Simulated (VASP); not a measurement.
A run of VASP 6.6.1 is set up as follows.

The input POSCAR:

```
Ce
1.0
    1.5470000000      3.0035000000      0.0000000000
    1.5470000000     -3.0035000000      0.0000000000
    0.0000000000      0.0000000000     -5.2460000000
Ce
2
Direct
    0.1050000000      0.8950000000      0.7500000000
    0.8950000000      0.1050000000      0.2500000000
```

INCAR.step1

```
PREC = Accurate
ENCUT = 520
ISMEAR = -1
SIGMA = 0.1
LREAL = False
LASPH = True
NELM = 100
NBANDS = 19
GGA = PE
ALGO = Normal
EDIFF = 1E-4
LWAVE = True
LCHARG = False
```

Contents of INCAR.step2:

```
PREC = Accurate
ENCUT = 520
EDIFF = 1E-6
ISMEAR = -1
SIGMA = 0.1
LREAL = False
LASPH = True
NELM = 100
ALGO = Normal
ISIF = 2
LWAVE = False
LCHARG = False
METAGGA = R2SCAN
LMIXTAU = True
NBANDS = 19
ISTART = 1
```

File KPOINTS:

```
regular mesh
0
Gamma
  8 8 5
```

Potentials or basis: VASP PAW PBE potentials, release 64 (Ce).

Run with:

```console
$ cat potpaw_PBE.64/Ce/POTCAR > POTCAR
$ cp INCAR.step1 INCAR
$ mpirun -np 1 vasp_std > vasp.out
$ cp INCAR.step2 INCAR
$ mpirun -np 1 vasp_std > vasp.out
```

Problem. What does it give for the band gap on the k mesh?

Solution. None (metal or under the smearing width).

Problem. Estimate the largest force.

Solution. 0.266 eV/Å.

Stress tensor (GPa, compression positive):
```
2.09 0.00 0.00
0.00 1.79 0.00
0.00 0.00 1.41
```

Caveat: the PAW data sets were made with another functional, which shifts forces and pressure a little. Spin polarisation is off, so any magnetic state and its effect on volume and gap are missing.
